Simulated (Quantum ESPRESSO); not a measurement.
The system is AlN.

```
Al N
1.0
     0.00000    2.18399    2.18399
     2.18399    0.00000    2.18399
     2.18399    2.18399    0.00000
Al N
1 1
Direct
  0.00000 0.00000 0.00000
  0.25000 0.25000 0.25000
```

Measurements of this composition are mostly on another form, of space group No. 186.

Base run:

```yaml
Program: Quantum ESPRESSO 7.5
Functional: PBEsol
Potentials_or_basis: PseudoDojo 0.4.1 SR PBEsol standard
Cutoff: 1143 eV
Density_cutoff: 4572 eV
k_mesh: 6 × 6 × 6
Occupations: fixed
Spin: no spin polarisation
```

Its results: band gap on the k mesh, mean-field level 3.19 eV, indirect (least direct gap 4.12 eV).

Problem. The run is repeated on the same cell with these changes: functional from PBEsol to LDA; potentials or basis from PseudoDojo 0.4.1 SR PBEsol standard to PseudoDojo 0.4.1 SR LDA standard. What comes out?

Solution. Band gap on the k mesh, mean-field level 3.26 eV, indirect (least direct gap 4.24 eV).

A k mesh can miss the band edges.
